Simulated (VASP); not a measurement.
Pb, 1 atom in the cell. It takes space group Im-3m (No. 229, cubic). The conventional cell has a = 3.959 Å, b = 3.959 Å, c = 3.959 Å, α = 90.00°, β = 90.00°, γ = 90.00°. Around Pb (site symmetry m-3m) lie 8 Pb at 3.43 Å. This isn't the form of Pb at room conditions, which is fcc.

- Program: VASP 6.6.1
- Task: single point
- Functional: HSE03
- Dispersion: D4
- Potentials or basis: VASP PAW PBE potentials, release 64 (Pb_d)
- Cutoff: 520 eV
- k mesh: 5 × 5 × 5
- Occupations: methfessel-paxton, width 0.1 eV
- Spin: no spin polarisation
- Grid for exact exchange (PRECFOCK): Normal
- Further INCAR settings: ALGO = Normal; EDIFF = 1.00e-06; NBANDS = 13

Potentials or basis: VASP PAW PBE potentials, release 64 (Pb_d).

Launch:

```bash
$ python run.py
```

Hardware: 1 thread of Intel(R) Xeon(R) Platinum 8488C (Sapphire Rapids), on a shared host.

Task: Estimate the wall time of this run.

Result: Run time: 8.7 min on 1 thread of Intel(R) Xeon(R) Platinum 8488C (Sapphire Rapids) (shared host), peak memory 0.26 GiB. Counts: scf iterations 13, k points 10.
